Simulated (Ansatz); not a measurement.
# BeS (F-43m): G0W0 against its settings

BeS (F-43m) from a database of computed structures, relaxed with r2SCAN; one-shot G0W0 in Ansatz without spin-orbit coupling. Spin-unpolarised throughout; all numbers are computed.

```cif
data_structure
_symmetry_space_group_name_H-M 'P 1'
_symmetry_Int_Tables_number 1
_cell_length_a 3.4426
_cell_length_b 3.4426
_cell_length_c 3.4426
_cell_angle_alpha 60.000
_cell_angle_beta 60.000
_cell_angle_gamma 60.000
_cell_volume 28.85
loop_
_atom_site_label
_atom_site_type_symbol
_atom_site_fract_x
_atom_site_fract_y
_atom_site_fract_z
_atom_site_occupancy
Be1 Be 0.00000 0.00000 0.00000 1
S1 S 0.75000 0.75000 0.75000 1
```

Gaps are read over the mesh points alone. G0W0 here is at a finite number of bands, screening cutoff and k mesh, not at the basis limit.
```json
{"start": "PBE", "potentials": "PAW", "frequency model": "contour deformation", "mesh": "6×6×6", "empty bands": "86", "screening cutoff (eV)": "120", "Kohn-Sham gap (eV)": "3.13", "G0W0 gap (eV)": "4.38"}
{"start": "PBE", "potentials": "PAW", "frequency model": "contour deformation", "mesh": "6×6×6", "empty bands": "213", "screening cutoff (eV)": "220", "Kohn-Sham gap (eV)": "3.13", "G0W0 gap (eV)": "4.52"}
{"start": "PBE", "potentials": "PAW", "frequency model": "contour deformation", "mesh": "6×6×6", "empty bands": "392", "screening cutoff (eV)": "300", "Kohn-Sham gap (eV)": "3.13", "G0W0 gap (eV)": "4.57"}
{"start": "HSE06", "potentials": "PAW", "frequency model": "contour deformation", "mesh": "6×6×6", "empty bands": "213", "screening cutoff (eV)": "220", "Kohn-Sham gap (eV)": "4.09", "G0W0 gap (eV)": "4.94"}
{"start": "r2SCAN", "potentials": "PAW", "frequency model": "contour deformation", "mesh": "6×6×6", "empty bands": "213", "screening cutoff (eV)": "220", "Kohn-Sham gap (eV)": "3.59", "G0W0 gap (eV)": "4.76"}
{"start": "PBE0", "potentials": "PAW", "frequency model": "contour deformation", "mesh": "6×6×6", "empty bands": "213", "screening cutoff (eV)": "220", "Kohn-Sham gap (eV)": "4.80", "G0W0 gap (eV)": "5.11"}
{"start": "PBE", "potentials": "PAW", "frequency model": "Godby-Needs pole", "mesh": "6×6×6", "empty bands": "213", "screening cutoff (eV)": "220", "Kohn-Sham gap (eV)": "3.13", "G0W0 gap (eV)": "4.46"}
{"start": "PBE", "potentials": "PAW", "frequency model": "contour deformation", "mesh": "10×10×10", "empty bands": "46", "screening cutoff (eV)": "80", "Kohn-Sham gap (eV)": "3.14", "G0W0 gap (eV)": "4.25"}
{"start": "PBE", "potentials": "norm-conserving", "frequency model": "contour deformation", "mesh": "6×6×6", "empty bands": "213", "screening cutoff (eV)": "220", "Kohn-Sham gap (eV)": "3.14", "G0W0 gap (eV)": "4.51"}
```

The quasiparticle gap on this mesh is 4.57 eV (Γ to X), against 3.13 eV from PBE: +1.44 eV. Renormalisation factors Z lie between 0.77 and 0.82.

Raising bands and cutoff together moves the gap by +0.14 eV (120 to 220 eV), then +0.05 eV (220 to 300 eV); the last step is still large, so the basis limit isn't reached. Starting from HSE06 (4.09 eV against PBE's 3.13 eV) gives 4.94 eV, +0.42 eV from G0W0@PBE at the same screening cutoff. Starting from r2SCAN (3.59 eV against PBE's 3.13 eV) gives 4.76 eV, +0.24 eV from G0W0@PBE at the same screening cutoff. Starting from PBE0 (4.80 eV against PBE's 3.13 eV) gives 5.11 eV, +0.59 eV from G0W0@PBE at the same screening cutoff. The Godby-Needs plasmon pole differs from contour deformation by -0.06 eV. Norm-conserving potentials (wave cutoff 1800 eV against 420 eV) shift the quasiparticle gap by -0.01 eV and the PBE gap by +0.01 eV. r2SCAN runs take a wave cutoff of 500 eV.
